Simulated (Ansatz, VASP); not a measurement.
Two plane-wave programs on Al

```
Al
1.0
     0.00000    1.98128    1.88221
     1.98128    0.00000    1.88221
     1.98128    1.98128    0.00000
Al
1
Direct
  0.00000 0.00000 0.00000
```

Change from the starting cell: strain -0.0500 x Voigt [0, 0, 1, 0, 0, 0], atoms carried along.

Alike in both runs: task single point; functional PBEsol; dispersion D3(BJ); k mesh 26 × 26 × 26; occupations gaussian, width 0.15 eV; no spin polarisation.

|  | VASP | Ansatz |
| --- | --- | --- |
| version | VASP 6.6.1 | Ansatz 0.2.0 |
| potentials or method | VASP PAW PBE potentials, release 64 (Al) | scalar-relativistic, plane waves, PAW |
| plane-wave cutoff (eV) | 520 | 420 |
| valence electrons in the cell | 3 | 3 |

|  | VASP | Ansatz | Ansatz less VASP |
| --- | --- | --- | --- |
| gap on the k mesh at the Fermi level (eV) | none | none | - |
| pressure (GPa) | 5.6 | 5.5 | -0.11 |
| largest component of the traceless stress (GPa) | 2.84 | 2.83 | -0.013 |

A gap of «none» marks a metal or a gap that the smearing closes.

Caveats: the PAW data sets were made with another functional, which shifts forces and pressure a little (VASP); pairwise dispersion overbinds metals, which lowers pressure and volume.
